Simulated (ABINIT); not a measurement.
# GaN (P6_3mc) in ABINIT: band structure with r2SCAN

Aim: the band structure of GaN with r2SCAN.

Everything below comes from runs of ABINIT 10.8.3 (patched build). Logs are shortened: lines on timing, memory, paths and dates and some standing lists are left out, and cuts for length are marked. The log counts tension as positive stress, the text compression.

**What was measured.**

“Studying electronic properties in GaN without electrical contacts using γ-γ vs e−-γ Perturbed Angular Correlations”, 2019, pmc:6823545 quotes, for a bulk crystal of GaN: band gap 3.503 ± 0.005 eV (direct).

The runs below are set against these values where they give the same quantity.

### Step 1. The crystal as given

It takes space group P6_3mc (No. 186, hexagonal). Conventional cell: a = 3.212 Å, b = 3.212 Å, c = 10.357 Å, α = 90.00°, β = 90.00°, γ = 120.00°. Around Ga (site symmetry 3m) lie 4 N at 1.95 to 2.00 Å. Ga (site symmetry 3m) is surrounded by 3 N at 1.94 Å. N (site symmetry 3m) has 4 Ga at 1.94 to 2.00 Å as nearest neighbours. N (site symmetry 3m) has 3 Ga at 1.95 Å as nearest neighbours.

The cell is a database's computed one.

### Step 2. Band structure, r2SCAN

Input file run.abi:

```
ndtset 2

pp_dirpath "./"
pseudos "Ga.GGA_PBE-JTH.xml, N.GGA_PBE-JTH.xml"

acell 3.2115377864 3.2115377865 10.35684 Angstrom
rprim
     1.0000000000     0.0000000000     0.0000000000
    -0.5000000000     0.8660254038     0.0000000000
     0.0000000000     0.0000000000     1.0000000000
ntypat 2
znucl 31 7
natom 8
typat 1 1 1 1 2 2 2 2
xcart
     0.0000000000     0.0000000000    15.3806871676
     3.0344634279     1.7519482766     0.7309793566
    -0.0000000003     3.5038965538    10.5167749149
     0.0000000000     0.0000000000     5.5948916093
     0.0000000000     0.0000000000     1.8209016943
     3.0344634279     1.7519482766     6.7276365884
     0.0000000000     0.0000000000    11.6066972526
    -0.0000000003     3.5038965538    16.5134321466

ecut 843.552974 eV
pawecutdg 53.0

ixc -497498
usekden 1
pawxcdev 0

occopt 3
tsmear 0.05 eV

nstep 100

iomode 3
prtwf 0
prteig 0
prtebands 0
enunit 1
prtden1 1
prtkden1 1

kptopt1 1
ngkpt1 8 8 3
nshiftk1 1
shiftk1 0.0 0.0 0.0
nband1 44
tolvrs1 1.0e-7

iscf2 -2
getden2 1
getkden2 1
nband2 50
nbdbuf2 4
tolwfr2 1.0e-11
kptopt2 -7
ndivsm2 5
prteig2 1
prtvol2 -3
kptbounds2
     0.0000000000     0.0000000000     0.0000000000
     0.5000000000     0.0000000000     0.0000000000
     0.3333333333     0.3333333333     0.0000000000
     0.0000000000     0.0000000000     0.0000000000
     0.0000000000     0.0000000000     0.5000000000
     0.5000000000     0.0000000000     0.5000000000
     0.3333333333     0.3333333333     0.5000000000
     0.0000000000     0.0000000000     0.5000000000
```

Potentials or basis: JTH PAW PBE v2.0.

Started as:

```bash
$ mpirun --bind-to none -np 4 abinit run.abi > log 2>&1
```

run.abo:

```text
.Version 10.8.3 of ABINIT
 DATASET    1 : space group P6_3 m c (#186); Bravais hP (primitive hexag.)
================================================================================
 Values of the parameters that define the memory need for DATASET  1.
     intxc =       0    ionmov =       0      iscf =      17    lmnmax =      18
     lnmax =       6     mgfft =     100  mpssoang =       3    mqgrid =    6415
     natom =       8  nloc_mem =       2    nspden =       1   nspinor =       1
    nsppol =       1      nsym =      12    n1xccc =       1    ntypat =       2
    occopt =       3   xclevel =       2
       mpw =        5183          nfft =      102400          nkpt =          20
Pmy_natom=         2
 PAW method is used; the additional fine FFT grid is defined by:
   mgfftf=       135    nfftf =    216000
================================================================================
================================================================================

 DATASET    2 : space group P6_3 m c (#186); Bravais hP (primitive hexag.)
================================================================================
 Values of the parameters that define the memory need for DATASET  2.
     intxc =       0    ionmov =       0      iscf =      -2    lmnmax =      18
     lnmax =       6     mgfft =     100  mpssoang =       3    mqgrid =    6415
     natom =       8  nloc_mem =       2    nspden =       1   nspinor =       1
    nsppol =       1      nsym =      12    n1xccc =       1    ntypat =       2
    occopt =       3   xclevel =       2
       mpw =        5183          nfft =      102400          nkpt =         108
Pmy_natom=         2
 PAW method is used; the additional fine FFT grid is defined by:
   mgfftf=       135    nfftf =    216000
================================================================================
================================================================================

--------------------------------------------------------------------------------
------------- Echo of variables that govern the present computation ------------
--------------------------------------------------------------------------------
 -outvars: echo values of preprocessed input variables --------
            acell      6.0689268593E+00  6.0689268595E+00  1.9571591130E+01 Bohr
              amu      6.97230000E+01  1.40067400E+01
             ecut      3.10000000E+01 Hartree
           enunit           1
           getden1          0
           getden2          1
          getkden1          0
          getkden2          1
             iscf1         17
             iscf2         -2
[... 2285 lines left out ...]
  -8.73392   -8.73392   -8.73214   -8.73214   -8.72205   -8.68928   -8.17573   -8.17573
  -8.17466   -8.17466   -7.91236   -7.91236   -7.90979   -7.90979   -7.75919   -7.10242
  -1.08906    1.29504    2.45611    4.44897    4.44897    4.49540    4.49540    5.33183
   5.33183    5.36849    5.36849    5.90933    7.11070    9.67368    9.96266    9.96846
  13.57690   14.28671   15.07609   15.12949   15.12949   15.87900   15.87900   16.84849
  16.84849   17.47448
 kpt#   2, nband= 50, wtk=  1.00000, kpt=  0.0263  0.0000  0.0000 (reduced coord)
 -11.29764  -11.00238  -10.14827   -9.99128   -8.92766   -8.92667   -8.92560   -8.92452
  -8.73504   -8.73379   -8.73356   -8.73184   -8.71758   -8.68331   -8.17475   -8.17444
  -8.17340   -8.17335   -7.91462   -7.91240   -7.91087   -7.90977   -7.75363   -7.09739
  -1.07804    1.29330    2.45341    4.38181    4.42620    4.46640    4.49033    5.25546
   5.30583    5.31002    5.37051    5.90582    7.19961    9.70129   10.01130   10.01480
  13.55013   14.24101   14.93824   15.15477   15.23251   15.86251   15.90289   16.76395
  16.86909   17.49586
 kpt#   3, nband= 50, wtk=  1.00000, kpt=  0.0526  0.0000  0.0000 (reduced coord)
[... 833 lines left out ...]
  -8.73471   -8.73471   -8.73271   -8.73270   -8.70413   -8.70407   -8.17406   -8.17402
  -8.17376   -8.17371   -7.91251   -7.91247   -7.91112   -7.91108   -7.43791   -7.43778
  -0.20511   -0.20447    4.15191    4.15232    4.45456    4.45461    4.47092    4.47104
   5.31837    5.31849    5.34030    5.34040    8.57569    8.57645   10.11556   10.11613
  13.92201   13.92240   15.41422   15.41441   15.45672   15.45690   16.04391   16.04512
  17.31920   17.32679
 kpt# 108, nband= 50, wtk=  1.00000, kpt=  0.0000  0.0000  0.5000 (reduced coord)
 -11.17316  -11.17303  -10.05655  -10.05647   -8.92598   -8.92598   -8.92597   -8.92597
  -8.73307   -8.73307   -8.73306   -8.73306   -8.70982   -8.70976   -8.17520   -8.17520
  -8.17515   -8.17515   -7.91111   -7.91111   -7.91107   -7.91107   -7.44367   -7.44353
  -0.21363   -0.21299    4.22842    4.22889    4.47173    4.47173    4.47177    4.47177
   5.35051    5.35051    5.35061    5.35061    8.53679    8.53756   10.06255   10.06311
  13.97207   13.97248   15.42995   15.42995   15.43012   15.43012   16.06451   16.06575
  17.34655   17.34679

== END DATASET(S) ==============================================================
================================================================================

 -outvars: echo values of variables after computation  --------
            acell      6.0689268593E+00  6.0689268595E+00  1.9571591130E+01 Bohr
           etotal1    -3.2801544801E+02
            fcart1     4.8804505543E-28 -1.7418691091E-27 -1.1538308965E-05
                       4.8804505543E-28 -9.2216599892E-28  1.2431557020E-03
                      -2.2183866156E-28 -1.3320175540E-27  1.2431557020E-03
                      -2.2183866156E-28 -2.7664979968E-27 -1.1538308965E-05
                      -5.7678052006E-28 -1.1270917765E-27 -4.0901579571E-03
                      -2.2183866156E-28  8.5044197679E-27  2.8585405640E-03
                       4.8804505543E-28 -2.5615722192E-27 -4.0901579571E-03
                      -2.2183866156E-28  1.9467948866E-27  2.8585405640E-03
            rprim      1.0000000000E+00  0.0000000000E+00  0.0000000000E+00
                      -5.0000000000E-01  8.6602540380E-01  0.0000000000E+00
                       0.0000000000E+00  0.0000000000E+00  1.0000000000E+00
           strten1     2.2317174774E-04  2.2317174578E-04 -1.1769449619E-04
                       0.0000000000E+00  0.0000000000E+00  3.5886655134E-13
           xangst      0.0000000000E+00  0.0000000000E+00  8.1391091351E+00
                       1.6057688932E+00  9.2709110279E-01  3.8681761689E-01
                      -3.3334080689E-11  1.8541822056E+00  5.5652376169E+00
                       0.0000000000E+00  0.0000000000E+00  2.9606891351E+00
                       0.0000000000E+00  0.0000000000E+00  9.6357967926E-01
                       1.6057688932E+00  9.2709110279E-01  3.5601119634E+00
                       0.0000000000E+00  0.0000000000E+00  6.1419996793E+00
                      -3.3334080689E-11  1.8541822056E+00  8.7385319634E+00
             xred      0.0000000000E+00  0.0000000000E+00  7.8586799981E-01
                       6.6666666667E-01  3.3333333333E-01  3.7348999974E-02
                       3.3333333333E-01  6.6666666667E-01  5.3734899997E-01
                       0.0000000000E+00  0.0000000000E+00  2.8586799981E-01
                       0.0000000000E+00  0.0000000000E+00  9.3037999937E-02
                       6.6666666667E-01  3.3333333333E-01  3.4374499977E-01
                       0.0000000000E+00  0.0000000000E+00  5.9303799994E-01
                       3.3333333333E-01  6.6666666667E-01  8.4374499977E-01
 Calculation completed.
```

Wall time 6.4 min (4 MPI ranks of Intel Xeon 6975P-C (Granite Rapids), shared host); peak memory 1 GiB.

Results:

```yaml
Free_energy: -8925.7551 eV
Pressure: -3.2 GPa
Largest_force: 0.210 eV/Å
Band_gap_on_the_k_mesh: 1.20 eV, direct
Band_gap_along_the_path: 1.20 eV, direct
Valence_electrons_inside_the_program's_atomic_spheres: Ga 11.14, 11.04; N 2.55, 2.52
```

Forces on the atoms (eV/Å):
```
Ga   0.000  0.000 -0.001
Ga   0.000  0.000  0.064
Ga   0.000  0.000  0.064
Ga   0.000  0.000 -0.001
N    0.000  0.000 -0.210
N    0.000  0.000  0.147
N    0.000  0.000 -0.210
N    0.000  0.000  0.147
```

Stress tensor (GPa, compression positive):
```
-6.57  0.00  0.00
 0.00 -6.57  0.00
 0.00  0.00  3.46
```

Levels at the corners of the path, in eV from the valence-band top:
```csv
point,band 33,band 34,band 35,band 36,band 37,band 38,band 39,band 40
Γ,-0.58,-0.54,-0.54,0.00,1.20,3.76,4.05,4.06
M,-2.20,-1.97,-1.56,-0.79,2.37,2.89,5.22,5.24
K,-3.49,-1.91,-1.23,-1.23,3.61,3.61,6.48,7.22
Γ,-0.58,-0.54,-0.54,0.00,1.20,3.76,4.05,4.06
A,-0.56,-0.56,-0.56,-0.56,2.63,2.63,4.15,4.15
L,-1.82,-1.82,-1.43,-1.43,2.92,2.92,4.98,4.98
H,-2.65,-2.65,-1.10,-1.10,3.47,3.47,7.31,7.32
A,-0.56,-0.56,-0.56,-0.56,2.63,2.63,4.15,4.15
```

Caveat: the PAW data sets were made with another functional, which shifts forces and pressure a little.

### Step 3. Comparison with measurements

Step 2. A measured gap of GaN is 3.503 eV (direct; quoted in “Studying electronic properties in GaN without electrical contacts using γ-γ vs e−-γ Perturbed Angular Correlations”, 2019, pmc:6823545); the calculated 1.20 eV misses it by -2.30 eV. So large a miss can be the level of theory's own, or it may mean another phase, state or a wrong row. Spin-orbit coupling on Ga is left out. The value is that of r2SCAN, without temperature or zero-point motion. The cell is a database's relaxed one, not the measured one, which moves gaps too.
